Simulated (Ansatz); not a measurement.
LiF (Griceite):

```
CELL_PARAMETERS angstrom
0.00000 2.01400 2.01400
2.01400 0.00000 2.01400
2.01400 2.01400 0.00000
ATOMIC_POSITIONS crystal
F 0.50000 0.50000 0.50000
Li 0.00000 0.00000 0.00000
```

Base run:

* Program: Ansatz 0.2.0
* Functional: HSE06
* Potentials or basis: Ansatz PAW
* Cutoff: 420 eV (not typed: the program's choice for these potentials)
* k mesh: 8 × 8 × 8
* Occupations: fermi-dirac, width 0.05 eV
* Spin: no spin polarisation

Its results: band gap on the k mesh 11.40 eV, direct; pressure -0.9 GPa.

**Question.** The run is repeated on the same cell with these changes: functional from HSE06 to PBE0. What comes out?

**Answer.** Band gap on the k mesh 12.16 eV, direct; pressure -1.0 GPa.

Caveats: the PAW data sets come from PBE, with cores solved anew for the run's functional, which leaves a small shift of forces and pressure; the thresholds are loose for stress.
